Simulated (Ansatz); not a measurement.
B started on a N site in zincblende BN, 64 atoms, charge +3

All numbers come from Ansatz (PAW, plane waves, no spin–orbit coupling) at the single k point (¼, ¼, ¼) without its symmetry partners. The atoms were relaxed with PBEsol in a fixed cell; other functionals are single points on those atoms unless said otherwise. The valence top and gap of the host come from its small cell on a dense mesh, with the band extrema sought between the mesh points, lined up by the mean potential, PBEsol gap 4.30 eV, HSE06 gap 5.80 eV. The charge correction uses an assumed dielectric constant of 7.1.

Cell: a = 7.212 Å, b = 7.212 Å, c = 7.212 Å, α = 90.00°, β = 90.00°, γ = 90.00°.

Nearest atoms after relaxation, from the placed atom (for vacancies from the middle of the vacant sites): B at 1.69 Å, B at 1.83 Å, B at 1.83 Å, B at 1.83 Å, N at 2.49 Å, N at 2.49 Å, N at 2.49 Å, N at 2.53 Å.

Chemical potentials μ are those of reference phases of the elements at zero temperature by the same functional (the usual solids, diamond for C, grey Sn, and the molecules H2, N2, O2, F2, Cl2, Br2 and S8).

```
functional  E(defect) − E(host) − Σ nμ + q·E_VBM (eV)  monopole (eV)  alignment (eV)  formation energy at E_F = VBM (eV)  moment (μB)                         wall time, shared host
    PBEsol                                       6.06           3.59           -0.90                                8.75          1.0  40 s on 7 threads of Neoverse-V2 (relaxation)
     HSE06                                       4.61           3.59           -0.78                                7.42          1.0              110 s on 7 threads of Neoverse-V2
```

(1) How does the monopole term follow by hand for this cubic cell?

HSE06 one-electron levels near the gap (the ten most localised at most), from the host's valence top, not corrected for the charge's images:

| level (eV) | spin | filling | atoms sharing it | element of the atom with most weight |
| --- | --- | --- | --- | --- |
| 1.71 | down | 0.00 | 6.4 | B |
| 1.88 | up | 0.00 | 8.0 | B |
| 1.89 | up | 0.00 | 7.9 | B |
| 2.07 | down | 0.00 | 7.6 | B |
| 2.08 | down | 0.00 | 7.5 | B |

All elements are taken at their own reference at once; growth conditions in equilibrium with the host shift these energies, by up to the host's formation enthalpy.

One k point and a cell of this size can leave errors of several tenths of an eV in such numbers.

## Answers

(1) q²·α·e²/(4πε₀)/(2εL) with the Madelung constant α = 2.837 and e²/4πε₀ = 14.40 eV·Å: 9 × 2.837 × 14.40 / (2 × 7.1 × 7.212) = 3.59 eV.
